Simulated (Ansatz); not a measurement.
Input of an Ansatz 0.2.0 run:

File input:

```
crystal:
  lattice:
    - [1.6022198417, 0.9250420569, 2.5664708903]
    - [-1.6022198417, 0.9250420569, 2.5664708903]
    - [0.0, -1.8500841138, 2.5664708903]
  atoms:
    - { symbol: Co, position: [0.99897832, 0.99897832, 0.99897832], spin: 2.0 }
    - { symbol: O, position: [0.75102103, 0.75102103, 0.75102103] }
hamiltonian:
  xc: { exchange: pbesol, correlation: pbesol, exx: { coeff: 0.25 } }
  pseudopotentials: { kind: paw }
magnetization:
  spin_polarized: true
kpoints:
  mp_grid: { grid: [5, 5, 5] }
scf:
  occupations: { method: fermi_dirac, width: 0.05 }
output:
  forces: true
  stress: true
  eigenvalues: true
  write_density: true
  write_potential: true
  elf: true
  volumetric_format: npy
relax:
  f_tol: 0.01
  max_steps: 40
  cell: { stress_tol: 0.05 }
```

What does it give for the space group after relaxing (to 0.05 Å)?

F-43m (No. 216).

Estimate the site moments.

Co +2.50; O +0.22 μB.

Step by step:
| step | energy change (eV) | largest force (eV/Å) | volume (Å³) |
| --- | --- | --- | --- |
| 1 | 0.0000 | 0.4027 | 22.82 |
| 2 | -0.0083 | 0.2748 | 23.07 |
| 3 | -0.0121 | 0.0953 | 23.27 |
| 4 | -0.0126 | 0.0005 | 23.29 |
| 5 | -0.0148 | 0.0005 | 23.29 |
| 6 | -0.0148 | 0.0000 | 23.31 |
| 7 | -0.0148 | 0.0000 | 23.31 |

Caveat: the k mesh is coarse (spacing up to 0.48 Å⁻¹), so the values aren't converged, least of all with exact exchange; the magnetic or orbital state may not be the lowest; odd divisions of the mesh miss points on the zone boundary, where band edges often lie, so the gap on the mesh can be too wide; the plane-wave basis is chosen anew once the cell has moved, so the energies of steps on either side of that aren't comparable; a cell with one magnetic atom can't hold antiferromagnetic order, which such compounds often take; the PAW data sets come from PBE, with cores solved anew for the run's functional, which leaves a small shift of forces and pressure.
